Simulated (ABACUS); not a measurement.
**C in ABACUS: convergence with k mesh**

Input of the first run (k mesh 2 × 2 × 2); the others differ in this setting and in those tied to it:

File INPUT:

```
INPUT_PARAMETERS
suffix              C
calculation         scf
basis_type          pw
pseudo_dir          ./
symmetry            1
dft_functional      GGA_X_RPBE+GGA_C_PBE
ecutwfc             40
pseudo_rcut         10
nspin               1
nbands              8
ks_solver           dav
smearing_method     mp
smearing_sigma      0.00734986
scf_thr             1e-08
scf_nmax            100
mixing_type         broyden
mixing_beta         0.7
cal_force           1
cal_stress          1
ecutrho             320
```

The input STRU:

```
ATOMIC_SPECIES
C 12.0110 c_pbe_v1.2.uspp.F.UPF

LATTICE_CONSTANT
1.8897261246

LATTICE_VECTORS
0.0000000000 1.7833700000 1.7833700000
1.7833700000 0.0000000000 1.7833700000
1.7833700000 1.7833700000 0.0000000000

ATOMIC_POSITIONS
Direct

C
0.0
2
0.7500000000 0.7500000000 0.7500000000 1 1 1
0.5000000000 0.5000000000 0.5000000000 1 1 1
```

File KPT:

```
K_POINTS
0
Gamma
2 2 2 0 0 0
```

Potentials or basis: GBRV ultrasoft 1.5 PBE, plane waves.

Launch:

```console
$ OMP_NUM_THREADS=1 mpirun -np 4 abacus > log
```

This isn't the form of C at room conditions, which is graphite.

Hardware: 4 MPI ranks on Intel(R) Xeon(R) 6975P-C (Granite Rapids), with other jobs on the host.

Q: The values tried are 2 × 2 × 2, 4 × 4 × 4, 6 × 6 × 6, 7 × 7 × 7, 8 × 8 × 8, 10 × 10 × 10, 12 × 12 × 12, 15 × 15 × 15, loosest first. From which on does the pressure stay within 0.1 GPa of the tightest run that finished?

A: From 6 × 6 × 6 on.

```csv
k mesh,"energy less the tightest run, at zero smearing (meV/atom)",pressure (GPa),gap on the mesh (eV),SCF cycles,CPU time (s)
2 × 2 × 2,1578.94,34.50,4.707,6,1.3
4 × 4 × 4,65.02,4.16,4.495,6,2
6 × 6 × 6,4.53,3.09,4.232,6,2.1
7 × 7 × 7,1.33,3.04,4.354,6,2.1
8 × 8 × 8,0.39,3.03,4.220,6,2.3
10 × 10 × 10,0.07,3.02,4.262,6,2.5
12 × 12 × 12,0.00,3.02,4.233,6,2.9
15 × 15 × 15,0.00,3.02,4.233,6,3.5
```

Against the tightest run, the energy stays within 1 meV/atom from 8 × 8 × 8 on; the gap on the mesh stays within 0.01 eV from 12 × 12 × 12 on. Meshes of other sizes hit other points, so gaps and Fermi surfaces needn't settle smoothly. The tightest run that finished is the yardstick and may itself not be fully converged.

Caveat, for the tightest run too: the potentials were made for another functional, which shifts forces and pressure; an odd mesh through Γ misses points on the zone boundary, where band edges often lie.
